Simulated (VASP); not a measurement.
# PbTe: restarted molecular dynamics, 2 variants

PbTe, Fm-3m (no. 225), 8 atoms in the cell. PBE, molecular dynamics; PAW potentials Pb, Te (PBE set).

| Restart from | Temperature at the end (K) | The same without a restart (K) | Potential energy at the end (eV/atom) | The same without a restart (eV/atom) | Electronic steps in the first step after the restart | Time (s) |
|---|---|---|---|---|---|---|
| CONTCAR with velocities, WAVECAR read | 150.0 | 150.0 | -3.94466 | -3.94465 | 4 | 169 |
| CONTCAR with velocities, no WAVECAR | 150.0 | 150.0 | -3.94465 | -3.94465 | 14 | 170 |

Limits: 240 fs of 8 atoms are too short for converged averages.

## Input of the first row

INCAR.step1:
```
ALGO = Normal
EDIFF = 1E-6
ENCUT = 200
GGA = PE
IBRION = 0
ISIF = 2
ISMEAR = 0
ISYM = 0
KPAR = 2
LASPH = T
LCHARG = F
LREAL = Auto
LWAVE = T
MDALGO = 4
NELM = 60
NELMIN = 4
NHC_NCHAINS = 3
NHC_PERIOD = 30
NSW = 30
POTIM = 4.0
PREC = Normal
RANDOM_SEED = 377889 0 0
SIGMA = 0.05
TEBEG = 600
```

INCAR.step2, as INCAR.step1 but for:
```
- LWAVE = T
+ LWAVE = F
```

KPOINTS:
```
k-points
0
Monkhorst-Pack
  2 2 2
```

POSCAR.step1:
```
TePb
1.0
    6.4620000000      0.0000000000      0.0000000000
    0.0000000000      6.4620000000      0.0000000000
    0.0000000000      0.0000000000      6.4620000000
Pb Te
4 4
Direct
    0.0000000000      0.0000000000      0.0000000000
    0.0000000000      0.5000000000      0.5000000000
    0.5000000000      0.0000000000      0.5000000000
    0.5000000000      0.5000000000      0.0000000000
    0.5000000000      0.0000000000      0.0000000000
    0.5000000000      0.5000000000      0.5000000000
    0.0000000000      0.0000000000      0.5000000000
    0.0000000000      0.5000000000      0.0000000000
```

Commands (each step's output is kept before the next begins):
```
cat potpaw_PBE.64/Pb/POTCAR potpaw_PBE.64/Te/POTCAR > POTCAR
cp INCAR.step1 INCAR
cp POSCAR.step1 POSCAR
mpirun -np 2 vasp_std > vasp.out
cp CONTCAR POSCAR
cp INCAR.step2 INCAR
mpirun -np 2 vasp_std > vasp.out
```

Changes of the last row against the first:
```
(step 1)
- LWAVE = True
+ LWAVE = False
```

VASP 6.6.1 took 169 s on 2 cores (Intel Xeon Platinum 8375C @ 2.90GHz (Ice Lake)), a shared host.
